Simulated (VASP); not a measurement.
# VASP 6.6.1 run: CdTe

INCAR

```
PREC = Accurate
ENCUT = 520
LWAVE = .FALSE.
NBANDS = 16
IBRION = -1
EDIFF = 1E-7
NSW = 0
LMAXMIX = 4
ISIF = 2
LASPH = .TRUE.
SIGMA = 0.02
METAGGA = MS2
LREAL = .FALSE.
NELM = 120
ISMEAR = -1
LCHARG = .FALSE.
```

KPOINTS

```
KPOINTS created by Atomic Simulation Environment
0
Gamma
6 6 6
0 0 0
```

POSCAR

```
Cd Te
 1.0000000000000000
     0.0000000000000000    3.2799551176437878    3.2799551176437878
     3.2799551176437878    0.0000000000000000    3.2799551176437878
     3.2799551176437878    3.2799551176437878    0.0000000000000000
 Cd  Te
   1   1
Cartesian
  0.0000000000000000  0.0000000000000000  0.0000000000000000
  1.6399775588218934  1.6399775588218934  1.6399775588218934
```

The recommended PBE PAW datasets give the neutral cell 18 valence electrons.

Command

```
mpirun -np 1 vasp_std
```

OSZICAR

```
N       E                     dE             d eps       ncg     rms          rms(c)
DAV:   1     0.946746026966E+02    0.94675E+02   -0.79106E+03   520   0.941E+02
DAV:   2    -0.727738101011E+01   -0.10195E+03   -0.95812E+02   560   0.229E+02
DAV:   3    -0.108902866224E+02   -0.36129E+01   -0.36057E+01   688   0.465E+01
DAV:   4    -0.109158096186E+02   -0.25523E-01   -0.25522E-01   712   0.356E+00
DAV:   5    -0.109158591939E+02   -0.49575E-04   -0.49575E-04   712   0.147E-01    0.134E+01
DAV:   6     0.213554964766E+01    0.13051E+02   -0.30575E+01   512   0.725E+01    0.100E+01
DAV:   7     0.237516662818E+01    0.23962E+00   -0.72666E-01   584   0.116E+01    0.457E+00
DAV:   8     0.247553405405E+01    0.10037E+00   -0.30139E-01   632   0.674E+00    0.157E+00
DAV:   9     0.247751469590E+01    0.19806E-02   -0.51068E-02   536   0.224E+00    0.447E-01
DAV:  10     0.247725205546E+01   -0.26264E-03   -0.29065E-03   584   0.570E-01    0.179E-01
DAV:  11     0.247704356617E+01   -0.20849E-03   -0.37230E-04   560   0.171E-01    0.110E-01
DAV:  12     0.247693655200E+01   -0.10701E-03   -0.47107E-04   600   0.216E-01    0.483E-02
DAV:  13     0.247696237173E+01    0.25820E-04   -0.59341E-05   608   0.673E-02    0.234E-02
DAV:  14     0.247697315845E+01    0.10787E-04   -0.14332E-05   608   0.423E-02    0.294E-03
DAV:  15     0.247697363872E+01    0.48026E-06   -0.41431E-07   648   0.591E-03    0.148E-03
DAV:  16     0.247697389509E+01    0.25638E-06   -0.48504E-08   392   0.250E-03    0.759E-04
DAV:  17     0.247697398823E+01    0.93138E-07   -0.81037E-09   336   0.779E-04
   1 F= 0.24769740E+01 E0= 0.24769740E+01  d E =-.310330E-11
```

Standard output (part)

```
POSCAR found type information on POSCAR CdTe
 POSCAR found :  2 types and       2 ions
 LDA part: xc-table for (None), standard interpolation
 POSCAR, INCAR and KPOINTS ok, starting setup
 WAVECAR not read
 entering main loop
```

From OUTCAR

```
k-points           NKPTS =     16   k-points in BZ     NKDIM =     16   number of bands    NBANDS=     16

   NELECT =      18.0000    total number of electrons

   dimension x,y,z NGX =    36 NGY =   36 NGZ =   36
   dimension x,y,z NGXF=    72 NGYF=   72 NGZF=   72

  energy-cutoff  :      520.00
  volume of cell :       70.57
      direct lattice vectors                 reciprocal lattice vectors
     0.000000000  3.279955118  3.279955118    -0.152441110  0.152441110  0.152441110
     3.279955118  0.000000000  3.279955118     0.152441110 -0.152441110  0.152441110
     3.279955118  3.279955118  0.000000000     0.152441110  0.152441110 -0.152441110

 k-points in reciprocal lattice and weights: KPOINTS created by Atomic Simulation Env
   0.00000000  0.00000000  0.00000000       0.005
   0.16666667  0.00000000  0.00000000       0.037
   0.33333333  0.00000000  0.00000000       0.037
   0.50000000  0.00000000  0.00000000       0.019
   0.16666667  0.16666667  0.00000000       0.028
   0.33333333  0.16666667  0.00000000       0.111
   0.50000000  0.16666667  0.00000000       0.111
  -0.33333333  0.16666667  0.00000000       0.111
   ...

 E-fermi :   2.3115

 k-point     1 :       0.0000    0.0000    0.0000
  band No.  band energies     occupation
      1      -9.1123      2.00000
      2      -6.3265      2.00000
      3      -6.3265      2.00000
      4      -6.3264      2.00000
      5      -6.0803      2.00000
      6      -6.0803      2.00000
      7       1.8683      2.00000
      8       1.8683      2.00000
      9       1.8683      2.00000
     10       2.8197      0.00000
     11       6.5905      0.00000
     12       6.5905      0.00000
     13       6.5906      0.00000
     14       9.3871      0.00000
     15      11.2444      0.00000
     16      11.2444      0.00000

 k-point     2 :       0.1667    0.0000    0.0000
  band No.  band energies     occupation
      1      -9.0184      2.00000
      2      -6.3091      2.00000
      3      -6.3091      2.00000
      4      -6.2435      2.00000
      5      -6.0813      2.00000
      6      -6.0813      2.00000
      7       0.2279      2.00000
      8       1.6539      2.00000
      9       1.6539      2.00000
     10       3.8673      0.00000
     11       6.6672      0.00000
     12       6.9186      0.00000
     13       6.9186      0.00000
     14      10.3593      0.00000
     15      10.3819      0.00000
     16      10.3819      0.00000

 k-point     3 :       0.3333    0.0000    0.0000
  band No.  band energies     occupation
      1      -8.8317      2.00000
      2      -6.2790      2.00000
      3      -6.2789      2.00000
      4      -6.0777      2.00000
      5      -6.0776      2.00000
      6      -5.9728      2.00000
      7      -1.5599      2.00000
      8       1.2924      2.00000
      9       1.2924      2.00000
     10       3.9628      0.00000
     11       7.1915      0.00000
     12       7.1915      0.00000
     13       8.1279      0.00000
     14       9.9856      0.00000
     15      10.7876      0.00000
     16      10.7876      0.00000

 ...

  Total       -0.3251409     -0.3251409     -0.3251409      0.0000000      0.0000000      0.0000000
  in kB       -7.3815652     -7.3815652     -7.3815652      0.0000000      0.0000000      0.0000000
  external PRESSURE =      -7.3815652 kB  Pullay stress =       0.0000000 kB

 POSITION                                       TOTAL-FORCE (eV/Angst)
 -----------------------------------------------------------------------------------
      0.00000      0.00000      0.00000        -0.000000     -0.000000     -0.000000
      1.63998      1.63998      1.63998         0.000000      0.000000      0.000000
 -----------------------------------------------------------------------------------
    total drift:                                0.000010      0.000010      0.000010

  FREE ENERGIE OF THE ION-ELECTRON SYSTEM (eV)
  ---------------------------------------------------
  free  energy   TOTEN  =         2.4769739882 eV

  energy  without entropy=        2.4769739882  energy(sigma->0) =        2.47697399
```

It converged. Results: gap between bands v and c on the k mesh 0.95 eV; least direct gap on the k mesh 0.95 eV; pressure -0.7 GPa. Band v is the last that the valence electrons fill when counted band by band, and c is the next.

For comparison, a separate PBE run of the intended cell, on usual settings and not on those above, gives a gap of 0.66 eV on its mesh and a pressure of 1.1 GPa.

The run above took about 36 s on one core of a shared host (Intel Xeon 6975P-C) and held 0.23 GiB at most.
